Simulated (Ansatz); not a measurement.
# SnSe: the crystal squeezed far, part 2 of 2

Aim: compress SnSe (zincblende type) step by step, far beyond the usual range, and follow pressure and electronic structure. The runs shown use PAW. Its runs: cell relaxed at zero pressure (PAW); volume scaled by 1 (PAW); volume scaled by 0.94 (PAW); volume scaled by 0.88 (PAW); volume scaled by 0.8 (PAW); volume scaled by 0.72 (PAW); volume scaled by 0.64 (PAW); volume scaled by 0.55 (PAW and PAW (cutoff 300 eV)).

Ansatz 0.2.0; DFT r²SCAN; a cell built from a prototype (zincblende type), not taken from measurement. Earlier steps stand in the parts before.

### Step 8. Volume scaled by 0.72, PAW

input.yaml

```yaml
crystal:
  lattice:
    - [0.0, 3.0114398088, 3.0114398088]
    - [3.0114398088, 0.0, 3.0114398088]
    - [3.0114398088, 3.0114398088, 0.0]
  atoms:
    - { symbol: Sn, position: [0.0, 0.0, 0.0] }
    - { symbol: Se, position: [0.25, 0.25, 0.25] }
kpoints:
  mp_grid: { grid: [12, 12, 12] }
scf:
  occupations: { method: fermi_dirac, width: 0.1 }
hamiltonian:
  xc: r2scan
  pseudopotentials: { kind: paw }
output:
  forces: true
  stress: true
  eigenvalues: true
  populations: true
  write_density: true
  write_potential: true
  elf: true
  volumetric_format: npy
```

Launch:

```sh
> ansatz run input.yaml --threads 1 --pin off --max-ram 2048MiB --backend cpu --events-out ev --progress --plain --runs-dir out
```

What it wrote, shortened:

```text
[...]
Pseudopotentials: kind: paw
Pseudopotential: Sn, paw, valence charge 14, recommended cutoff 500 eV (meta_gga)
Pseudopotential: Se, paw, valence charge 16, recommended cutoff 500 eV (meta_gga)
Functional definition: r2SCAN
[...]
Crystal: 2 atoms, lattice volume = 54.620 Å³
Basis set: ecut = 500 eV, 1411 PW (Γ), exchange–correlation on 128×128×128 points (64 copies of the dense FFT grid, shifted against one another)
[...]
  P = ⅓ Tr σ = 18.9394 GPa (189.394 kbar)
--- Band table (eV; the first three rows and the last of 72) ---
  k-point 0: bands = ["-40.0080", "-40.0080", "-40.0080", "-40.0013", "-40.0013", "-13.2259", "-13.2259", "-13.2259", "-13.1573", "-13.1573", "-6.6375", "5.3241", "6.0453", "6.0453", "6.0453", "11.0172", "11.0172", "11.0172", "15.3235"]
[...]
--- Löwdin populations: 2 sites ---
  site symbol       q [e]
     0     Sn     13.6736
     1     Se     16.1999
  spilling = 0.004218 (of n_electrons = 30.000000)
```

Run time: 38 s. Hardware: 1 thread of Intel Xeon at 2.50GHz (Skylake/Cascade Lake), shared host; peak memory 0.54 GiB.

Read from it: pressure 18.94 GPa; no gap.

The fields are shown in the conventional cell of this run's space group, carried over from its grid by interpolation.

Density in a lattice plane of the grid's cell (edges 6.02 and 6.02 Å, at 0.000 of the third edge), which holds Sn.

Values in e/Å³, 12 rows by 12 columns:
```
 5.44  2.08  0.35  0.11  0.05  0.03  0.02  0.03  0.05  0.11  0.35  2.08
 0.53  0.35  0.19  0.12  0.08  0.05  0.04  0.05  0.08  0.12  0.19  0.35
 0.11  0.11  0.12  0.13  0.12  0.11  0.11  0.11  0.12  0.13  0.12  0.11
 0.04  0.05  0.08  0.12  0.19  0.35  0.53  0.35  0.19  0.12  0.08  0.05
 0.02  0.03  0.05  0.11  0.35  2.08  5.44  2.08  0.35  0.11  0.05  0.03
 0.02  0.02  0.04  0.11  0.53  5.44 16.55  5.44  0.53  0.11  0.04  0.02
 0.02  0.03  0.05  0.11  0.35  2.08  5.44  2.08  0.35  0.11  0.05  0.03
 0.04  0.05  0.08  0.12  0.19  0.35  0.53  0.35  0.19  0.12  0.08  0.05
 0.11  0.11  0.12  0.13  0.12  0.11  0.11  0.11  0.12  0.13  0.12  0.11
 0.53  0.35  0.19  0.12  0.08  0.05  0.04  0.05  0.08  0.12  0.19  0.35
 5.44  2.08  0.35  0.11  0.05  0.03  0.02  0.03  0.05  0.11  0.35  2.08
16.55  5.44  0.53  0.11  0.04  0.02  0.02  0.02  0.04  0.11  0.53  5.44
```
Columns run along the first of these edges and rows up along the second, over one cell in 12 and 12 even steps from the bottom left corner. Atoms in the plane (fractional): Sn at (0.00, 0.00), Sn at (0.50, 0.50).

ELF in the same plane.

Ten even steps from '0' (0.00) to '9' (0.36):
```
004898632110001123689840
458987643211011234678985
998887765421112456778889
888778887533233578887788
665679997656665679997656
233578887788888778887533
112456778889998887765421
011234678985458987643211
001123689840004898632110
000113689820002898631100
001123689840004898632110
011234678985458987643211
112456778889998887765421
233578887788888778887533
665679997656665679997656
888778887533233578887788
998887765421112456778889
458987643211011234678985
004898632110001123689840
002898631100000113689820
```
Columns run along the first of these edges and rows up along the second, over one cell in 24 and 20 even steps from the bottom left corner. Atoms in the plane (fractional): Sn at (0.00, 0.00), Sn at (0.50, 0.50).

Both are smooth fields of the valence electrons: close to the nuclei they are not physical.

Outside the cores ELF peaks at 0.79 in the shell around Se, 0.8 Å from Se.

### Step 9. Volume scaled by 0.64, PAW

input.yaml

```yaml
crystal:
  lattice:
    - [0.0, 2.8954985135, 2.8954985135]
    - [2.8954985135, 0.0, 2.8954985135]
    - [2.8954985135, 2.8954985135, 0.0]
  atoms:
    - { symbol: Sn, position: [0.0, 0.0, 0.0] }
    - { symbol: Se, position: [0.25, 0.25, 0.25] }
kpoints:
  mp_grid: { grid: [12, 12, 12] }
  band_path:
    path:
      - [0.0, 0.0, 0.0]
      - [-0.5, -0.5, 0.0]
      - [-0.375, -0.375, 0.25]
      - [-0.375, 0.0, 0.375]
      - [0.0, 0.0, 0.0]
      - [0.0, 0.0, 0.5]
      - [-0.5, -0.25, 0.25]
      - [-0.5, -0.5, 0.0]
    npoints: 8
scf:
  occupations: { method: fermi_dirac, width: 0.1 }
hamiltonian:
  xc: r2scan
  pseudopotentials: { kind: paw }
output:
  forces: true
  stress: true
  eigenvalues: true
  populations: true
  dos: { projected: true, de: 0.2, e_range: [-14, 8] }
```

Launch:

```sh
> ansatz run input.yaml --threads 1 --pin off --max-ram 2048MiB --backend cpu --events-out ev --progress --plain --runs-dir out
```

What it wrote, shortened:

```text
[...]
[... 4 set-up lines as earlier in the session ...]
[...]
Crystal: 2 atoms, lattice volume = 48.551 Å³
Basis set: ecut = 500 eV, 1243 PW (Γ), exchange–correlation on 120×120×120 points (64 copies of the dense FFT grid, shifted against one another)
[...]
  P = ⅓ Tr σ = 32.2241 GPa (322.241 kbar)
--- Band table (eV; the first three rows and the last of 72) ---
  k-point 0: bands = ["-38.6447", "-38.6447", "-38.6447", "-38.6349", "-38.6349", "-11.6647", "-11.6647", "-11.6647", "-11.5579", "-11.5579", "-5.8357", "7.5253", "7.5253", "7.5253", "7.6474", "12.7404", "12.7404", "12.7404", "17.5023"]
[...]
--- Löwdin populations: 2 sites ---
  site symbol       q [e]
     0     Sn     13.6979
     1     Se     16.1384
  spilling = 0.005459 (of n_electrons = 30.000000)
```

Wall time 35 s (1 thread of Intel Xeon at 2.50GHz (Skylake/Cascade Lake), shared host); peak memory 0.53 GiB.

Result: pressure 32.22 GPa; no gap.

### Step 10. Volume scaled by 0.55, PAW

Changes to input.yaml since step 9:

```diff
@@ -2,5 +2,5 @@
   lattice:
-    - [0.0, 2.8954985135, 2.8954985135]
-    - [2.8954985135, 0.0, 2.8954985135]
-    - [2.8954985135, 2.8954985135, 0.0]
+    - [0.0, 2.7528607993, 2.7528607993]
+    - [2.7528607993, 0.0, 2.7528607993]
+    - [2.7528607993, 2.7528607993, 0.0]
   atoms:
```

Launch:

```sh
> ansatz run input.yaml --threads 1 --pin off --max-ram 2048MiB --backend cpu --events-out ev --progress --plain --runs-dir out
```

What it wrote:

```text
[... 10 set-up lines as earlier in the session ...]
Crystal: 2 atoms, lattice volume = 41.724 Å³
Basis set: ecut = 500 eV, 1067 PW (Γ), exchange–correlation on 120×120×120 points (64 copies of the dense FFT grid, shifted against one another)
Bands: 19, of which v1, the nominal top of the filled ones, is band 15 counted from 1 (14 counted from 0)
[... 1 set-up line as earlier in the session ...]
Space group: F-43m (ITA 216), of the structure as read, at distance tolerance 3.5e-5 Å
k-points: 72 of 1728 (time reversal used)
[... 10 set-up lines as earlier in the session ...]
SCF iter   1: F=—  HF=-11513.169073 eV  |F-HF|=—  |Δ(HF+E_count)|=         —  Δρ=4.25e-3  dr2=5.71e-3  dr2_τ=1.50e-2  ethr=1.77e-3  ⟨swp⟩=5.8  Hψ=7034  notcnv=0
preconditioner: auto → Kerker (q_TF=auto, 2.582 Å⁻¹)  [metal: Δε(μ)=0.119 eV  Ē_g=19.930 eV  σ=0.100 eV  W_gap=0.29  n_scr=14 (ndim 8)  ℏωp=25.7 eV  f_vac=0.002  D(μ)=0.62/eV (n_scr^D=0)]
SCF iter   2: F=—  HF=-11513.198966 eV  |F-HF|=—  |Δ(HF+E_count)|=   2.99e-2  Δρ=1.45e-3  dr2=5.85e-4  dr2_τ=4.29e-5  ethr=1.90e-5  ⟨swp⟩=2.0  Hψ=3312  notcnv=0
SCF iter   3: F=—  HF=-11513.199341 eV  |F-HF|=—  |Δ(HF+E_count)|=   3.75e-4  Δρ=7.86e-4  dr2=1.97e-4  dr2_τ=3.13e-6  ethr=1.95e-6  ⟨swp⟩=2.6  Hψ=1941  notcnv=0
SCF iter   4: F=—  HF=-11513.199492 eV  |F-HF|=—  |Δ(HF+E_count)|=   1.51e-4  Δρ=1.69e-4  dr2=1.40e-5  dr2_τ=1.96e-7  ethr=6.56e-7  ⟨swp⟩=2.0  Hψ=2091  notcnv=0
SCF iter   5: F=—  HF=-11513.199497 eV  |F-HF|=—  |Δ(HF+E_count)|=   5.08e-6  Δρ=5.94e-5  dr2=2.64e-6  dr2_τ=1.17e-7  ethr=4.65e-8  ⟨swp⟩=2.0  Hψ=2458  notcnv=0
SCF iter   6: F=—  HF=-11513.199496 eV  |F-HF|=—  |Δ(HF+E_count)|=   7.79e-7  Δρ=2.43e-5  dr2=2.99e-7  dr2_τ=3.60e-9  ethr=8.80e-9  ⟨swp⟩=2.0  Hψ=2458  notcnv=0
SCF iter   7: F=-11513.199496 eV  HF=-11513.199496 eV  |F-HF|=3.87e-8  |Δ(HF+E_count)|=   9.38e-8  Δρ=8.85e-6  dr2=3.47e-8  dr2_τ=1.55e-9  ethr=3.33e-10  ⟨swp⟩=6.0  Hψ=6082  notcnv=0
SCF 1 converged in 7 iterations: F = -11513.199496 eV  dr2 = 3.47e-8
NSCF: frozen V_eff on 57 k-points
SCF converged after 7 iterations
Free energy (F): -11513.199496 eV
Harris-Foulkes:  -11513.199496 eV  (|F-HF|=3.87e-8)
Internal energy: -11513.175872 eV  (E = F + TS)
E sigma→0 (E₀):  -11513.187684 eV
Entropy (-TS):   -0.023624 eV (-11.812 meV/atom)
Fermi energy:    14.388217 eV
--- Per-component energies (eV) ---
  E_band       = -400.385286
  E_kinetic    = 320.324661
  E_local      = -3193.955067  (includes V_loc(G=0)·N_el)
  E_nonlocal   = -626.916083
  E_hartree    = 1731.014391
  E_xc         = -479.860322
  E_vxc        = -219.797893  (∫ρ·V_xc dr)
  E_paw        = -6082.921955  (= ΣΔE_a)
  E_vpaw       = -154.278428  (= ΣTr[D̂ρ^β])
  E_aug_tail   = -0.000221  (compensation charges beyond the density's cutoff)
  E_vtau       = 12.204061  (kinetic-family band-sum trace: ∫τ·v_τ [+ j·A + Jᵃ·Aᵃ] dr)
  E_ewald      = -3179.831827
  E_core_change = -1.029450  (= ΣΔE_core)
  E_smearing   = -0.023624  (= −TS)
  E_closure    = -0.000000  (closes the sum)
  Σ components = -11513.199496   (vs F -11513.199496, Δ=0.00e0)
--- Forces (eV/Å), atoms counted from 1 ---
  atom   1  Sn    -0.00000000     0.00000000    -0.00000000
  atom   2  Se     0.00000000    -0.00000000     0.00000000
  max |Σ_I F_I| component: 7.77e-16 eV/Å
--- Stress (GPa, compression-positive) ---
       58.685475       0.000000      -0.000000
        0.000000      58.685475       0.000000
        0.000000       0.000000      58.685475
  P = ⅓ Tr σ = 58.6855 GPa (586.855 kbar)
--- Band table (eV; the first three rows and the last of 72) ---
  k-point 0: bands = ["-36.6057", "-36.6057", "-36.6057", "-36.5902", "-36.5902", "-9.5057", "-9.5057", "-9.5057", "-9.3258", "-9.3258", "-4.6472", "9.8023", "9.8023", "9.8023", "11.0314", "15.2498", "15.2498", "15.2498", "20.6919"]
  k-point 1: bands = ["-36.6057", "-36.6057", "-36.6057", "-36.5902", "-36.5902", "-9.5130", "-9.5023", "-9.5023", "-9.3259", "-9.3259", "-4.5584", "8.7457", "9.6978", "9.6978", "11.8049", "15.3190", "15.4112", "15.4112", "21.1621"]
  k-point 2: bands = ["-36.6058", "-36.6057", "-36.6057", "-36.5902", "-36.5902", "-9.5329", "-9.4936", "-9.4936", "-9.3257", "-9.3257", "-4.3005", "7.1928", "9.4392", "9.4392", "12.4012", "15.7859", "15.7859", "15.8269", "21.0559"]
  k-point 71: bands = ["-36.6058", "-36.6058", "-36.6053", "-36.5901", "-36.5898", "-9.6527", "-9.4431", "-9.4117", "-9.3450", "-9.3151", "-2.0599", "3.1869", "6.3301", "6.4415", "15.6465", "15.8069", "16.9556", "18.0426", "22.7917"]
--- Löwdin populations: 2 sites ---
  site symbol       q [e]
     0     Sn     13.7093
     1     Se     16.0698
  spilling = 0.007366 (of n_electrons = 30.000000)
```

Run time: 26 s. Hardware: 1 thread of Intel Xeon at 2.50GHz (Skylake/Cascade Lake), shared host; peak memory 0.52 GiB.

In short: pressure 58.69 GPa; no gap.

Levels at the path's labelled points, in eV from the Fermi level:

| point | band 12 | band 13 | band 14 | band 15 | band 16 | band 17 | band 18 |
| --- | --- | --- | --- | --- | --- | --- | --- |
| Γ | -4.59 | -4.59 | -4.59 | -3.36 | 0.86 | 0.86 | 0.86 |
| X | -11.39 | -7.35 | -7.35 | -1.86 | -1.17 | 7.64 | 7.73 |
| U | -11.21 | -8.43 | -6.90 | -1.13 | 1.41 | 5.21 | 5.35 |
| K | -11.21 | -8.43 | -6.90 | -1.13 | 1.41 | 5.21 | 5.35 |
| Γ | -4.59 | -4.59 | -4.59 | -3.36 | 0.86 | 0.86 | 0.86 |
| L | -11.34 | -5.76 | -5.76 | -2.25 | 1.82 | 1.82 | 4.65 |
| W | -11.20 | -8.06 | -7.95 | 1.26 | 1.42 | 2.57 | 3.65 |
| X | -11.39 | -7.35 | -7.35 | -1.86 | -1.17 | 7.64 | 7.73 |

States per cell, counted by energy window (eV from the Fermi level, on a grid of 0.20 eV):

| from | to | total | Se 4p | Sn 5p | Sn 5s |
| --- | --- | --- | --- | --- | --- |
| -10 | -9 | 0.30 | 0.15 | 0.02 | 0.09 |
| -9 | -8 | 0.48 | 0.28 | 0.12 | 0.04 |
| -8 | -7 | 1.29 | 0.83 | 0.38 | 0.05 |
| -7 | -6 | 1.48 | 1.04 | 0.37 | 0.03 |
| -6 | -5 | 0.93 | 0.72 | 0.18 | 0.01 |
| -5 | -4 | 0.11 | 0.09 | 0.01 | 0.00 |
| -4 | -3 | 0.00 | 0.00 | 0.00 | 0.00 |
| -3 | -2 | 0.02 | 0.00 | 0.00 | 0.01 |
| -2 | -1 | 0.53 | 0.09 | 0.18 | 0.15 |
| -1 | 0 | 1.39 | 0.33 | 0.44 | 0.34 |
| 0 | 1 | 0.79 | 0.20 | 0.30 | 0.15 |
| 1 | 2 | 1.36 | 0.30 | 0.72 | 0.11 |
| 2 | 3 | 1.29 | 0.25 | 0.70 | 0.05 |
| 3 | 4 | 0.94 | 0.18 | 0.46 | 0.03 |
| 4 | 5 | 0.97 | 0.16 | 0.38 | 0.04 |

### Step 11. Volume scaled by 0.55, PAW (cutoff 300 eV)

input.yaml

```yaml
crystal:
  lattice:
    - [0.0, 2.7528607993, 2.7528607993]
    - [2.7528607993, 0.0, 2.7528607993]
    - [2.7528607993, 2.7528607993, 0.0]
  atoms:
    - { symbol: Sn, position: [0.0, 0.0, 0.0] }
    - { symbol: Se, position: [0.25, 0.25, 0.25] }
kpoints:
  mp_grid: { grid: [12, 12, 12] }
scf:
  occupations: { method: fermi_dirac, width: 0.1 }
hamiltonian:
  xc: r2scan
  pseudopotentials: { kind: paw }
output:
  forces: true
  stress: true
  eigenvalues: true
basis:
  ecutwfc: 300
```

Launch:

```sh
> ansatz run input.yaml --threads 1 --pin off --max-ram 2048MiB --backend cpu --events-out ev --progress --plain --runs-dir out
```

What it wrote, shortened:

```text
Warning: basis.ecutwfc = 300 eV is below the records' recommended 500 eV, and the density's cutoff is lower with it unless basis.ecutrho_ratio is high enough to keep the records' density cutoff: compare with a run at a higher cutoff
[...]
[... 4 set-up lines as earlier in the session ...]
[...]
Crystal: 2 atoms, lattice volume = 41.724 Å³
[...]
  atom   1  Sn    -0.00000000     0.00000000     0.00000000
  atom   2  Se     0.00000000     0.00000000    -0.00000000
[...]
--- Stress (GPa, compression-positive) ---
       58.994455      -0.000000      -0.000000
       -0.000000      58.994455       0.000000
       -0.000000       0.000000      58.994455
  P = ⅓ Tr σ = 58.9945 GPa (589.945 kbar)
--- Band table (eV; the first three rows and the last of 72) ---
  k-point 0: bands = ["-36.7391", "-36.7391", "-36.7391", "-36.7231", "-36.7231", "-9.5315", "-9.5315", "-9.5315", "-9.3518", "-9.3518", "-4.6491", "9.8009", "9.8009", "9.8009", "11.0299", "15.2535", "15.2535", "15.2535", "20.6928"]
[...]
```

Run time: 11 s. Hardware: 1 thread of Intel Xeon at 2.50GHz (Skylake/Cascade Lake), shared host; peak memory 0.41 GiB.

This run gives: pressure 58.99 GPa; no gap.

### Step 12. All runs together

| method | volume over the first | volume (Å³/atom) | pressure (GPa) | gap on the k mesh (eV) | SCF cycles, by the record's count |
| --- | --- | --- | --- | --- | --- |
| PAW | 1 | 37.931 | 0.02 | 0.04 | 7 |
| PAW | 0.94 | 35.655 | 2.28 | none | 7 |
| PAW | 0.88 | 33.379 | 5.21 | none | 6 |
| PAW | 0.8 | 30.345 | 10.64 | none | 7 |
| PAW | 0.72 | 27.310 | 18.94 | none | 7 |
| PAW | 0.64 | 24.276 | 32.22 | none | 7 |
| PAW | 0.55 | 20.862 | 58.69 | none | 7 |
| PAW (cutoff 300 eV) | 0.55 | 20.862 | 58.99 | none | 6 |

### Step 13. What came out

The summary covers parts 1 to 2.

| quantity | value |
| --- | --- |
| PAW pressure at 0.55 of the volume | 58.7 GPa |
| PAW (cutoff 300 eV) pressure at 0.55 of the volume | 59.0 GPa |
| fitted bulk modulus at zero pressure (PAW) | 29.4 GPa |
| its pressure derivative | 3.95 |

What this shows: At 0.55 of the starting volume PAW gives 59 GPa. One third-order Birch-Murnaghan curve follows these points (B₀ = 29.4 GPa, B′ = 3.95, misfit at most 0.22 GPa). A fit over so wide a range leans to the high pressures, so B₀ can be off by several per cent. The gap goes from 0.04 to none: pressure closes it at this level, in a cell held to this structure, which the real crystal may leave first. No all-electron run checks these rows here, and frozen cores can fail under such compression. The ions are at rest, and the electrons smeared by 0.1 eV.
